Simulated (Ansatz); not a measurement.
# CdTe (rocksalt type): a single-point run

Aim: a sound single-point run of CdTe (rocksalt type). The structure is shown as the input types it.

Computed with Ansatz 0.2.0 (DFT, LDA, all-electron LAPW, scalar-relativistic, unless a step's input says otherwise).

## Step 1: The system as given

It takes space group Fm-3m (No. 225, cubic). Conventional cell: a = 5.810 Å, b = 5.810 Å, c = 5.810 Å, α = 90.00°, β = 90.00°, γ = 90.00°. Around Cd (site symmetry m-3m) lie 6 Te at 2.91 Å. Around Te (site symmetry m-3m) lie 6 Cd at 2.91 Å.

Coordinates:

```xyz
2
Lattice="0.0000 2.9050 2.9050 2.9050 0.0000 2.9050 2.9050 2.9050 0.0000" Properties=species:S:1:pos:R:3 pbc="T T T"
Cd    0.0000    0.0000    0.0000
Te    2.9050    2.9050    2.9050
```

## Step 2: Input and run

Contents of input.yaml:

```yaml
crystal:
  lattice:
    - [0.0, 2.9050399181, 2.9050399181]
    - [2.9050399181, 0.0, 2.9050399181]
    - [2.9050399181, 2.9050399181, 0.0]
  atoms:
    - { symbol: Cd, position: [0.0, 0.0, 0.0] }
    - { symbol: Te, position: [0.5, 0.5, 0.5] }
kpoints:
  mp_grid: { grid: [1, 1, 1] }
scf:
  occupations: { method: fermi_dirac, width: 0.05 }
  max_iter: 75
hamiltonian:
  xc: lda
  pseudopotentials: { kind: all_electron, lapw: { basis_error: 0.001 } }
output:
  forces: true
  stress: true
  eigenvalues: true
  populations: true
```

On the command line:

```console
ansatz run input.yaml --threads 1 --pin off --max-ram 2048MiB --backend cpu --events-out ev --progress --plain --runs-dir out
```

What happens when this is run?

The program finished normally. It gives a pressure of 27 GPa, which is large; a structure far from rest gives such values too, whatever the setting.

Look at the input: kpoints.mp_grid.grid is [1, 1, 1]. Band dispersion is ignored when only one k-point is used.

Run again and compare: set kpoints.mp_grid.grid to [13, 13, 13].
